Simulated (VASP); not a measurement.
BaO, 4 atoms in the cell. It takes space group I4/mmm (No. 139, tetragonal). The conventional cell has a = 3.949 Å, b = 3.949 Å, c = 5.576 Å, α = 90.00°, β = 90.00°, γ = 90.00°. Ba (site symmetry 4/mmm) is surrounded by 6 O at 2.79 Å. O (site symmetry 4/mmm) has 6 Ba at 2.79 Å as nearest neighbours. The cell was built by a generator and isn't the measured one.

* Program: VASP 6.6.1
* Task: relaxation of cell and atoms
* Functional: LDA
* Potentials or basis: VASP PAW LDA potentials, release 64 (Ba_sv, O)
* Cutoff: 600 eV
* k mesh: 6 × 6 × 5
* Occupations: gaussian, width 0.02 eV
* Spin: no spin polarisation
* Further INCAR settings: ALGO = Fast; EDIFF = 1e-06; IBRION = 2; EDIFFG = -0.005; NSW = 40; ISIF = 3

Potentials or basis: VASP PAW LDA potentials, release 64 (Ba_sv, O).

The run is started by

```sh
$ cat potpaw_LDA.64/Ba_sv/POTCAR potpaw_LDA.64/O/POTCAR > POTCAR
$ mpirun -np 1 vasp_std > vasp.out
```

Hardware: 1 thread of Intel(R) Xeon(R) 6975P-C (Granite Rapids), on a shared host.

How long does it take, and how much memory?

Wall time 52 s on 1 thread of Intel(R) Xeon(R) 6975P-C (Granite Rapids) (shared host), peak memory 0.22 GiB. Counts: scf iterations 38, k points 30, ion steps 3.
